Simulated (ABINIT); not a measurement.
# Al (Fm-3m) in ABINIT: equation of state

Aim: energy against volume of Al in PBEsol, for its equilibrium volume and stiffness.

Program: ABINIT 10.8.3 (patched build). These are calculated values, not measurements. Logs are shortened: lines on timing, memory, paths and dates and some standing lists are left out, and cuts for length are marked. The log counts tension as positive stress, the text compression.

**Measured values to compare with.**

From “The interpretation of polycrystalline coherent inelastic neutron scattering from aluminium”, 2013, pmc:3831299, for a bulk crystal of Al: bulk modulus 76.9 GPa.

The results are compared with them further down.

**1. The structure**

Symmetry: Fm-3m, No. 225, cubic system. Conventional cell: a = 4.050 Å, b = 4.050 Å, c = 4.050 Å, α = 90.00°, β = 90.00°, γ = 90.00°. Al (site symmetry m-3m) is surrounded by 12 Al at 2.86 Å.

**2. Equation of state, PBEsol**

The input, run.abi:

```
# Datasets: one volume each
ndtset 7
getwfk -1
scalecart1 3*0.9795861087
scalecart2 3*0.9864848297
scalecart3 3*0.9932883884
scalecart4 3*1.0000000000
scalecart5 3*1.0066227096
scalecart6 3*1.0131594038
scalecart7 3*1.0196128224

# Pseudopotentials
pp_dirpath "./"
pseudos "Al.upf"

# Structure
acell 3*1.0
rprim
     0.0000000000     3.8263269058     3.8263269058
     3.8263269058     0.0000000000     3.8263269058
     3.8263269058     3.8263269058     0.0000000000
ntypat 1
znucl 13
natom 1
typat 1
xred
     0.0000000000     0.0000000000     0.0000000000

# Plane-wave basis
ecut 20.0

# k points
kptopt 1
ngkpt 11 11 11
nshiftk 1
shiftk 0.0 0.0 0.0

# Exchange and correlation
ixc -116133

# Bands and occupations
nband 6
occopt 3
tsmear 0.00183747

# SCF cycle
nstep 100
tolvrs 1.0e-10

# Output
iomode 3
prtwf 1
prtden 0
prteig 0
prtebands 0
```

Potentials or basis: PseudoDojo NC SR PBEsol v0.4.1 standard.

Launch:

```
$ abinit run.abi > log 2>&1
```

run.abo:

```text
.Version 10.8.3 of ABINIT
 DATASET    1 : space group Fm -3 m (#225); Bravais cF (face-center cubic)
================================================================================
 Values of the parameters that define the memory need for DATASET  1.
     intxc =       0    ionmov =       0      iscf =       7    lmnmax =       6
     lnmax =       6     mgfft =      24  mpssoang =       3    mqgrid =    3001
     natom =       1  nloc_mem =       1    nspden =       1   nspinor =       1
    nsppol =       1      nsym =      48    n1xccc =    2501    ntypat =       1
    occopt =       3   xclevel =       2
       mpw =         462          nfft =       13824          nkpt =          56
================================================================================
================================================================================
[... 61 lines left out ...]
 DATASET    7 : space group Fm -3 m (#225); Bravais cF (face-center cubic)
================================================================================
 Values of the parameters that define the memory need for DATASET  7.
     intxc =       0    ionmov =       0      iscf =       7    lmnmax =       6
     lnmax =       6     mgfft =      24  mpssoang =       3    mqgrid =    3001
     natom =       1  nloc_mem =       1    nspden =       1   nspinor =       1
    nsppol =       1      nsym =      48    n1xccc =    2501    ntypat =       1
    occopt =       3   xclevel =       2
       mpw =         532          nfft =       13824          nkpt =          56
================================================================================
================================================================================

--------------------------------------------------------------------------------
------------- Echo of variables that govern the present computation ------------
--------------------------------------------------------------------------------
 -outvars: echo values of preprocessed input variables --------
            acell      1.0000000000E+00  1.0000000000E+00  1.0000000000E+00 Bohr
              amu      2.69815390E+01
             ecut      2.00000000E+01 Hartree
           getwfk          -1
                       outvar_i_n : Printing only first  50 k-points.
              ixc     -116133
           jdtset        1    2    3    4    5    6    7
                       outvar_i_n : Printing only first  50 k-points.
         kptrlatt       11    0    0      0   11    0      0    0   11
          kptrlen1     5.83085676E+01
          kptrlen2     5.87192048E+01
          kptrlen3     5.91241776E+01
          kptrlen4     5.95236774E+01
          kptrlen5     5.99178855E+01
          kptrlen6     6.03069736E+01
          kptrlen7     6.06911048E+01
            natom           1
            nband           6
           ndtset           7
            ngfft          24      24      24
             nkpt          56
            nstep         100
             nsym          48
           ntypat           1
                       prtocc : prtvol=0, do not print more k-points.
           occopt           3
           prtden           0
        prtebands           0
           prteig           0
            rprim1     0.0000000000E+00  3.7482166843E+00  3.7482166843E+00
                       3.7482166843E+00  0.0000000000E+00  3.7482166843E+00
                       3.7482166843E+00  3.7482166843E+00  0.0000000000E+00
            rprim2     0.0000000000E+00  3.7746134460E+00  3.7746134460E+00
                       3.7746134460E+00  0.0000000000E+00  3.7746134460E+00
                       3.7746134460E+00  3.7746134460E+00  0.0000000000E+00
            rprim3     0.0000000000E+00  3.8006460858E+00  3.8006460858E+00
                       3.8006460858E+00  0.0000000000E+00  3.8006460858E+00
                       3.8006460858E+00  3.8006460858E+00  0.0000000000E+00
            rprim4     0.0000000000E+00  3.8263269058E+00  3.8263269058E+00
                       3.8263269058E+00  0.0000000000E+00  3.8263269058E+00
                       3.8263269058E+00  3.8263269058E+00  0.0000000000E+00
            rprim5     0.0000000000E+00  3.8516675577E+00  3.8516675577E+00
                       3.8516675577E+00  0.0000000000E+00  3.8516675577E+00
                       3.8516675577E+00  3.8516675577E+00  0.0000000000E+00
            rprim6     0.0000000000E+00  3.8766790866E+00  3.8766790866E+00
                       3.8766790866E+00  0.0000000000E+00  3.8766790866E+00
                       3.8766790866E+00  3.8766790866E+00  0.0000000000E+00
            rprim7     0.0000000000E+00  3.9013719758E+00  3.9013719758E+00
                       3.9013719758E+00  0.0000000000E+00  3.9013719758E+00
                       3.9013719758E+00  3.9013719758E+00  0.0000000000E+00
          spgroup         225
           tolvrs      1.00000000E-10
           tsmear      1.83747000E-03 Hartree
            typat      1
                       outvars : Printing only first  50 k-points.
            znucl       13.00000

================================================================================

 chkinp: Checking input parameters for consistency, jdtset=   1.

 chkinp: Checking input parameters for consistency, jdtset=   2.
[... 29 lines left out ...]
 getcut: wavevector=  0.0000  0.0000  0.0000  ngfft=  24  24  24
         ecut(hartree)=     20.000   => boxcut(ratio)=   2.24901

 getcut : COMMENT -
  Note that boxcut > 2.2 ; recall that boxcut=Gcut(box)/Gcut(sphere) = 2
  is sufficient for exact treatment of convolution.
  Such a large boxcut is a waste : you could raise ecut
  e.g. ecut=   25.290235 Hartrees makes boxcut=2

--- Pseudopotential description ------------------------------------------------
- pspini: atom type   1  psp file is ./Al.upf
12 -116133 2 -1 1876                          pspcod,pspxc,lmax,lloc,mmax
     nproj     2     2     2

   2.05527854E+00                                ecore*ucvol(ha*bohr**3)
--------------------------------------------------------------------------------

================================================================================

--- !BeginCycle
iteration_state: {dtset: 1, }
solver: {iscf: 7, nstep: 100, nline: 4, wfoptalg: 0, }
tolerances: {tolvrs: 1.00E-10, }
...
[... 123 lines left out ...]
 getcut: wavevector=  0.0000  0.0000  0.0000  ngfft=  24  24  24
         ecut(hartree)=     20.000   => boxcut(ratio)=   2.23328

 getcut : COMMENT -
  Note that boxcut > 2.2 ; recall that boxcut=Gcut(box)/Gcut(sphere) = 2
  is sufficient for exact treatment of convolution.
  Such a large boxcut is a waste : you could raise ecut
  e.g. ecut=   24.937751 Hartrees makes boxcut=2

--------------------------------------------------------------------------------

-inwffil : will read wavefunctions from disk file runo_DS1_WFK.nc

================================================================================
[... 128 lines left out ...]
 getcut: wavevector=  0.0000  0.0000  0.0000  ngfft=  24  24  24
         ecut(hartree)=     20.000   => boxcut(ratio)=   2.21799

 getcut : COMMENT -
  Note that boxcut > 2.2 ; recall that boxcut=Gcut(box)/Gcut(sphere) = 2
  is sufficient for exact treatment of convolution.
  Such a large boxcut is a waste : you could raise ecut
  e.g. ecut=   24.597297 Hartrees makes boxcut=2

--------------------------------------------------------------------------------

-inwffil : will read wavefunctions from disk file runo_DS2_WFK.nc

================================================================================
[... 128 lines left out ...]
 getcut: wavevector=  0.0000  0.0000  0.0000  ngfft=  24  24  24
         ecut(hartree)=     20.000   => boxcut(ratio)=   2.20310

 getcut : COMMENT -
  Note that boxcut > 2.2 ; recall that boxcut=Gcut(box)/Gcut(sphere) = 2
  is sufficient for exact treatment of convolution.
  Such a large boxcut is a waste : you could raise ecut
  e.g. ecut=   24.268230 Hartrees makes boxcut=2

--------------------------------------------------------------------------------

-inwffil : will read wavefunctions from disk file runo_DS3_WFK.nc

================================================================================
[... 508 lines left out ...]
-Cartesian components of stress tensor (GPa)         [Pressure= -5.8682E+00 GPa]
- sigma(1 1)=  5.86816538E+00  sigma(3 2)=  0.00000000E+00
- sigma(2 2)=  5.86816538E+00  sigma(3 1)=  0.00000000E+00
- sigma(3 3)=  5.86816538E+00  sigma(2 1)=  0.00000000E+00

== END DATASET(S) ==============================================================
================================================================================

 -outvars: echo values of variables after computation  --------
            acell      1.0000000000E+00  1.0000000000E+00  1.0000000000E+00 Bohr
           etotal1    -2.3202587567E+00
           etotal2    -2.3204313766E+00
           etotal3    -2.3204618192E+00
           etotal4    -2.3203645482E+00
           etotal5    -2.3201530037E+00
           etotal6    -2.3198393594E+00
           etotal7    -2.3194349115E+00
            fcart1    -0.0000000000E+00 -0.0000000000E+00 -0.0000000000E+00
            fcart2    -0.0000000000E+00 -0.0000000000E+00 -0.0000000000E+00
            fcart3    -0.0000000000E+00 -0.0000000000E+00 -0.0000000000E+00
            fcart4    -0.0000000000E+00 -0.0000000000E+00 -0.0000000000E+00
            fcart5    -0.0000000000E+00 -0.0000000000E+00 -0.0000000000E+00
            fcart6    -0.0000000000E+00 -0.0000000000E+00 -0.0000000000E+00
            fcart7    -0.0000000000E+00 -0.0000000000E+00 -0.0000000000E+00
            rprim1     0.0000000000E+00  3.7482166843E+00  3.7482166843E+00
                       3.7482166843E+00  0.0000000000E+00  3.7482166843E+00
                       3.7482166843E+00  3.7482166843E+00  0.0000000000E+00
[... 17 lines left out ...]
                       3.9013719758E+00  3.9013719758E+00  0.0000000000E+00
           strten1    -1.1069815179E-04 -1.1069815179E-04 -1.1069815179E-04
                       0.0000000000E+00  0.0000000000E+00  0.0000000000E+00
           strten2    -4.3770333362E-05 -4.3770333362E-05 -4.3770333362E-05
                       0.0000000000E+00  0.0000000000E+00  0.0000000000E+00
           strten3     1.6300868158E-05  1.6300868158E-05  1.6300868158E-05
                       0.0000000000E+00  0.0000000000E+00  0.0000000000E+00
           strten4     7.0133035195E-05  7.0133035195E-05  7.0133035195E-05
                       0.0000000000E+00  0.0000000000E+00  0.0000000000E+00
           strten5     1.1827212036E-04  1.1827212036E-04  1.1827212036E-04
                       0.0000000000E+00  0.0000000000E+00  0.0000000000E+00
           strten6     1.6123592966E-04  1.6123592966E-04  1.6123592966E-04
                       0.0000000000E+00  0.0000000000E+00  0.0000000000E+00
           strten7     1.9945488708E-04  1.9945488708E-04  1.9945488708E-04
                       0.0000000000E+00  0.0000000000E+00  0.0000000000E+00
 Calculation completed.
```

It took 20 s on 1 thread of AMD EPYC 7R43 (Zen 3), shared host; peak memory 0.08 GiB.

Results:

* Equilibrium volume: 16.18 Å³/atom
* Bulk modulus: 84 GPa
* Pressure derivative of the bulk modulus: 4.5

Energy against volume, from the lowest point:
```
volume (Å³/atom)  energy (meV/atom)
          15.607               5.53
          15.939               0.83
          16.271               0.00
          16.603               2.65
          16.935               8.40
          17.267              16.94
          17.599              27.94
```

Caveat: pressures at fixed basis lie under the slope of the energies.

**3. How close it comes**

Step 2. A measured bulk modulus of Al is 76.9 GPa (quoted in “The interpretation of polycrystalline coherent inelastic neutron scattering from aluminium”, 2013, pmc:3831299); the calculated 84 GPa misses it by +9.3 %. The fit is for a static lattice scaled at fixed shape and fixed fractional positions. The cell as given is a measured one (16.60 Å³/atom); PBEsol puts the equilibrium volume -2.6 % from it, thermal expansion not counted.
